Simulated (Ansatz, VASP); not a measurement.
Two plane-wave programs on SiC

The input INCAR:

```
ALGO     = Normal         # electronic algorithm
EDIFF    = 1E-6           # SCF threshold, eV
ENCUT    = 520            # plane-wave cutoff, eV
GGA      = PE             # functional
ISIF     = 2              # what is computed and relaxed
ISMEAR   = 0              # smearing method
LASPH    = T              # aspherical terms in the spheres
LCHARG   = T              # write CHGCAR
LELF     = T              # ELF
LREAL    = F              # projectors in reciprocal space
LVHAR    = T            
LWAVE    = F              # write WAVECAR
NBANDS   = 16             # bands
NELM     = 60             # most SCF steps
PREC     = Accurate       # precision mode
SIGMA    = 0.05           # smearing width, eV
```

The input KPOINTS:

```
k-points
0
Gamma
  6 6 4
```

Contents of POSCAR:

```
SiC
1.0
    3.0759982064      0.0000000000      0.0000000000
   -1.5379991032      2.6638925888      0.0000000000
    0.0000000000      0.0000000000      5.0480000000
Si C
2 2
Direct
    0.2608134554      0.6135784315      0.0198098257
    0.6666666667      0.3333333333      0.5000000000
    0.3333333333      0.6666666667      0.3850000000
    0.6666666667      0.3333333333      0.8850000000
```

Input for Ansatz:

```yaml
crystal:
  lattice:
    - [3.0759982064, 0.0, 0.0]
    - [-1.5379991032, 2.6638925888, 0.0]
    - [0.0, 0.0, 5.048]
  atoms:
    - { symbol: Si, position: [0.2608134554, 0.6135784315, 0.0198098257] }
    - { symbol: Si, position: [0.6666666667, 0.3333333333, 0.5] }
    - { symbol: C, position: [0.3333333333, 0.6666666667, 0.385] }
    - { symbol: C, position: [0.6666666667, 0.3333333333, 0.885] }
basis:
  ecutwfc: 420
kpoints:
  mp_grid: { grid: [6, 6, 4] }
hamiltonian:
  xc: pbe
scf:
  occupations: { method: gaussian, width: 0.05 }
output:
  forces: true
  stress: true
  eigenvalues: true
```

Alike in both runs: task single point; functional PBE; k mesh 6 × 6 × 4; occupations gaussian, width 0.05 eV; no spin polarisation.

|  | VASP | Ansatz |
| --- | --- | --- |
| version | VASP 6.6.1 | Ansatz 0.2.0 |
| potentials or method | VASP PAW PBE potentials, release 64 (Si, C) | scalar-relativistic, plane waves, PAW |
| plane-wave cutoff (eV) | 520 | 420 |
| valence electrons in the cell | 16 | 16 |

|  | VASP | Ansatz | Ansatz less VASP |
| --- | --- | --- | --- |
| gap on the k mesh at the Fermi level (eV) | 1.52 | 1.52 | +0.004 |
| least direct gap on the mesh (eV) | 3.58 | 3.58 | +0.005 |
| pressure (GPa) | 6.4 | 6.5 | +0.07 |
| largest component of the traceless stress (GPa) | 5.63 | 5.63 | +0.004 |
| rms of the force components (eV/Å) | 1.860 | 1.860 | -0.0001 |

Atom by atom the forces differ by 0.002 eV/Å (rms over components).

Caveats: forces of over 1 eV/Å show positions far from the minimum, so gaps and moduli don't describe the material at rest. A k mesh can miss the band edges.
